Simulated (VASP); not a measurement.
Wanted: the native input for a VASP 6.6.1 run.

| Property | Result |
| --- | --- |
| Task | single point |
| Functional | PBE |
| Potentials or basis | VASP PAW PBE potentials, release 64 (As) |
| Cutoff | 520 eV |
| k mesh | 16 × 16 × 16 |
| Occupations | gaussian, width 0.1 eV |
| Spin | no spin polarisation |
| Dipole correction | no |
| Further INCAR settings | ALGO = Normal; EDIFF = 1e-07; NBANDS = 8 |

The structure of As lies in POSCAR:

```
As
1.0
    0.0000000000      2.2533651102      2.2533651102
    2.2533651102      0.0000000000      2.2533651102
    2.2533651102      2.2533651102      0.0000000000
As
1
Direct
    0.0000000000      0.0000000000      0.0000000000
```

This isn't the form of As at room conditions, which is rhombohedral.

The cell isn't the ideal one: N replaced by As, lengths x 1.406, strained and moved within the space group.

The input as run:

INCAR

```
SYSTEM = As
ALGO = Normal
EDIFF = 1E-7
ENCUT = 520
GGA = PE
ISIF = 2
ISMEAR = 0
LASPH = .TRUE.
LCHARG = .FALSE.
LREAL = .FALSE.
LWAVE = .FALSE.
NBANDS = 8
NELM = 100
PREC = Accurate
SIGMA = 0.1
```

KPOINTS

```
k-points
0
G
  16 16 16
  0 0 0
```

Potentials or basis: VASP PAW PBE potentials, release 64 (As).

Launch:

```sh
$ cat potpaw_PBE.64/As/POTCAR > POTCAR
$ mpirun -np 1 vasp_std > vasp.out
```

It gave:

The pressure is -9.3 GPa. The band gap on the k mesh is none (metal or under the smearing width).

Run time: 13 s on 1 thread of Intel(R) Xeon(R) Platinum 8259CL CPU @ 2.50GHz (Skylake/Cascade Lake), on a shared host, peak memory 0.15 GiB.
